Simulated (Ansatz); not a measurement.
Be: from a migration barrier to a jump rate

Theory: DFT PBEsol, scalar-relativistic, plane waves, PAW (Ansatz 0.2.0). Settings: plane waves to 420 eV, k-mesh 6×6×4 (Γ-centred), Gaussian smearing 0.1 eV. No spin polarisation.

In a supercell of 24 sites an atom of Be jumps into a neighbouring Be vacancy, a = 2.16 Å from site to site in the perfect crystal, in a neutral cell. A nudged elastic band with 3 inner images puts the highest image 0.428 eV above the start and 0.428 eV above the end. Take it as the barrier; the order of the saddle wasn't checked, and the cell is small.

Question: With an assumed attempt frequency of 10¹³ s⁻¹, how often does the jump happen, and how fast does the vacancy diffuse?

Answer: Transition-state theory gives Γ = ν exp(−E/k_BT), and one such jump direction contributes Γa²/6 to the vacancy's diffusion coefficient averaged over directions:

| T (K) | E/k_BT | Γ (1/s) | Γa²/6 (cm²/s) |
| --- | --- | --- | --- |
| 300 | 16.5 | 6.5 × 10^5 | 5.1 × 10^-11 |
| 600 | 8.3 | 2.6 × 10^9 | 2.0 × 10^-7 |
| 1000 | 5.0 | 7.0 × 10^10 | 5.4 × 10^-6 |
| 1500 | 3.3 | 3.7 × 10^11 | 2.8 × 10^-5 |

The rate reaches one jump a second at T = E/(k_B ln 10¹³) = 166 K. The number of equivalent jumps multiplies D if they link up through the crystal; a hop between two sites alone gives no long-range diffusion, which then waits on a higher barrier. In either case the atoms' own diffusion carries the vacancy concentration and a correlation factor besides. Rows above the melting point are formal, and so are rows where E/k_BT falls under about 3, since the theory needs rare jumps.

Question: How much does an error of 0.1 eV in the barrier matter?

Answer: It multiplies the rate by exp(0.1 eV/k_BT): 48 at 300 K and 3.2 at 1000 K, more than the usual doubt about ν at low temperature.

Cost: 1 run of about 8.7 core-minutes, on Intel Xeon Platinum 8259CL (Skylake/Cascade Lake) (shared hosts).